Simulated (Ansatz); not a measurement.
CsCl:
```cif
data_ClCs
_chemical_formula_sum 'Cs1 Cl1'
_space_group_name_H-M_alt 'Pm-3m'
_space_group_IT_number 221
_space_group_name_Hall '-P 4 2 3'
_cell_length_a 4.20610
_cell_length_b 4.20610
_cell_length_c 4.20610
_cell_angle_alpha 90.000
_cell_angle_beta 90.000
_cell_angle_gamma 90.000
loop_
_atom_site_label
_atom_site_type_symbol
_atom_site_symmetry_multiplicity
_atom_site_Wyckoff_symbol
_atom_site_fract_x
_atom_site_fract_y
_atom_site_fract_z
_atom_site_occupancy
Cs1 Cs 1 a 0.00000 0.00000 0.00000 1
Cl1 Cl 1 b 0.50000 0.50000 0.50000 1
```

Relaxed with PBE.

Task: Give the optical modes at the zone centre with their infrared and Raman activity from DFPT, the program Ansatz at the PBE level (PAW).

Result: Transverse frequencies, without the LO–TO term; a row sums one degenerate level.

```
ω (cm⁻¹)  degeneracy  IR ((D/Å)²/amu)  Raman (Å⁴/amu)  activity  symmetry
--------  ----------  ---------------  --------------  --------  --------
74                 3             4.32               0        IR       T1u
```

Task: How high does the top mode go among those that the LO–TO term moves?

Result: 143 cm⁻¹ for q along x.

Symmetry was held in the PBE relaxation; phonons on a q-mesh show no instability. Spin–orbit coupling is left out wherever it is not named.

Potentials: the later of the program's two PAW sets.
